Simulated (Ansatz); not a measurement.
Mg2Sn, a database entry at a rescaled volume

```xyz
3
Lattice="0.0000 3.3929 3.3929 3.3929 0.0000 3.3929 3.3929 3.3929 0.0000" Properties=species:S:1:pos:R:3 pbc="T T T"
Sn    0.0000    0.0000    0.0000
Mg    1.6965    1.6965    1.6965
Mg    5.0894    5.0894    5.0894
```

Level: r2SCAN, no spin polarisation; 500 eV; 9×9×9 Γ-centred mesh; fermi-dirac occupations (width 0.1 eV); Ansatz 0.2.0, fixed geometry.

Problem. Give the Bader charges.

Solution. Bader charges in e: Mg +1.51, Sn -3.02. In the mean Mg gives up most and Sn takes most.

Problem. Is there a gap?

Solution. Counting bands on this mesh leaves a gap of 0.22 eV, but it is narrow, so a finer mesh and a narrower smearing would have to settle it.

Problem. Are the atoms at rest?

Solution. The forces vanish by the symmetry of the sites.

Problem. Is it stable against the elements?

Solution. -0.26 eV an atom against the elements' usual phases (free molecules for gases, crystals otherwise, with no correction for O₂ or N₂), so it is bound against them; other compounds may still compete. Relaxing would lower it.

Problem. What does the stress say?

Solution. The pressure is -0.5 GPa (compression positive), so with the atoms held at these fractions the cell is close to zero pressure.

Problem. What do density and ELF say about some of the short contacts?

Solution. Sn–Mg at 2.94 Å: least valence density 0.15 e/Å³ and ELF 0.11 there. Mg–Mg at 3.39 Å: least valence density 0.09 e/Å³ and ELF 0.39 there. Both are smooth PAW fields, read partly inside the augmentation spheres.

Origin: a database entry at a rescaled volume. Caveats: the gap is not wide against the smearing.
